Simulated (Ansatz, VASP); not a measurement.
Au: VASP beside Ansatz

Contents of POSCAR:

```
Au
1.0
   -1.6075509300      1.6075509300      1.6075509300
    1.6075509300     -1.6075509300      1.6075509300
    1.6075509300      1.6075509300     -1.6075509300
Au
1
Direct
    0.0000000000      0.0000000000      0.0000000000
```

The input INCAR.step1:

```
PREC     = Accurate       # precision mode
ENCUT    = 520            # plane-wave cutoff, eV
ISMEAR   = 0              # smearing method
SIGMA    = 0.15           # smearing width, eV
LREAL    = F              # projectors in reciprocal space
LASPH    = T              # aspherical terms in the spheres
NELM     = 80             # most SCF steps
NBANDS   = 12             # bands
GGA      = PE             # functional
ALGO     = Normal         # electronic algorithm
EDIFF    = 1E-4           # SCF threshold, eV
LWAVE    = T              # write WAVECAR
LCHARG   = F              # write CHGCAR
```

INCAR.step2

```
PREC     = Accurate       # precision mode
ENCUT    = 520            # plane-wave cutoff, eV
EDIFF    = 1E-6           # SCF threshold, eV
ISMEAR   = 0              # smearing method
SIGMA    = 0.15           # smearing width, eV
LREAL    = F              # projectors in reciprocal space
LASPH    = T              # aspherical terms in the spheres
NELM     = 80             # most SCF steps
ALGO     = Normal         # electronic algorithm
ISIF     = 2              # what is computed and relaxed
LWAVE    = F              # write WAVECAR
LCHARG   = F              # write CHGCAR
METAGGA  = R2SCAN         # meta-GGA
LMIXTAU  = T            
NBANDS   = 12             # bands
ISTART   = 1
```

Contents of KPOINTS:

```
Automatic mesh
0
Gamma
  20 20 20
```

Input for Ansatz:

```yaml
crystal:
  lattice:
    - [-1.60755093, 1.60755093, 1.60755093]
    - [1.60755093, -1.60755093, 1.60755093]
    - [1.60755093, 1.60755093, -1.60755093]
  atoms:
    - { symbol: Au, position: [0.0, 0.0, 0.0] }
basis:
  ecutwfc: 500
kpoints:
  mp_grid: { grid: [20, 20, 20] }
hamiltonian:
  xc: r2scan
scf:
  occupations: { method: gaussian, width: 0.15 }
output:
  forces: true
  stress: true
  eigenvalues: true
```

Change from the starting cell: strain -0.030 along x and y, -0.030 along z, atoms carried along.

Alike in both runs: task single point; functional r2SCAN; k mesh 20 × 20 × 20; occupations gaussian, width 0.15 eV; no spin polarisation.

|  | VASP | Ansatz |
| --- | --- | --- |
| version | VASP 6.6.1 | Ansatz 0.2.0 |
| potentials or method | VASP PAW PBE potentials, release 64 (Au) | scalar-relativistic, plane waves, PAW |
| plane-wave cutoff (eV) | 520 | 500 |
| valence electrons in the cell | 11 | 19 |

Ansatz gave:

* gap on the k mesh at the Fermi level (eV): none
* pressure (GPa): 10.2

Task: What did VASP give for the same quantities?

Result: gap on the k mesh at the Fermi level (eV): none; pressure (GPa): 10.6.

A gap of «none» marks a metal or a gap that the smearing closes. With one functional, cell and mesh, what is left measures potentials, basis and numerics. The two sets of potentials don't hold the same shells in valence.

Caveats: the PAW data sets were made with another functional, which shifts forces and pressure a little (VASP). The runs have no spin-orbit coupling, so splittings on Au are missing.
